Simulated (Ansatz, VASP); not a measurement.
# Ag in VASP and in Ansatz

```
Ag
1.0
    -1.69705    1.69705    1.73844
     1.69705   -1.69705    1.73844
     1.69705    1.69705   -1.73844
Ag
1
Direct
  0.00000 0.00000 0.00000
```

Change from the starting cell: strain +0.025 along x and y, +0.050 along z, atoms carried along.

Alike in both runs: task single point; functional PBEsol; k mesh 20 × 20 × 20; occupations gaussian, width 0.15 eV; no spin polarisation.

```csv
,VASP,Ansatz
version,VASP 6.6.1,Ansatz 0.2.0
potentials or method,"VASP PAW PBE potentials, release 64 (Ag)","scalar-relativistic, plane waves, PAW"
plane-wave cutoff (eV),520,420
valence electrons in the cell,11,19
```

```csv
,VASP,Ansatz,Ansatz less VASP
gap on the k mesh at the Fermi level (eV),none,none,-
pressure (GPa),-12.3,-12.3,0.00
largest component of the traceless stress (GPa),0.17,0.17,+0.003
```

A gap of «none» marks a metal or a gap that the smearing closes. The two sets of potentials don't hold the same shells in valence.

Caveats: the PAW data sets were made with another functional, which shifts forces and pressure a little (VASP).
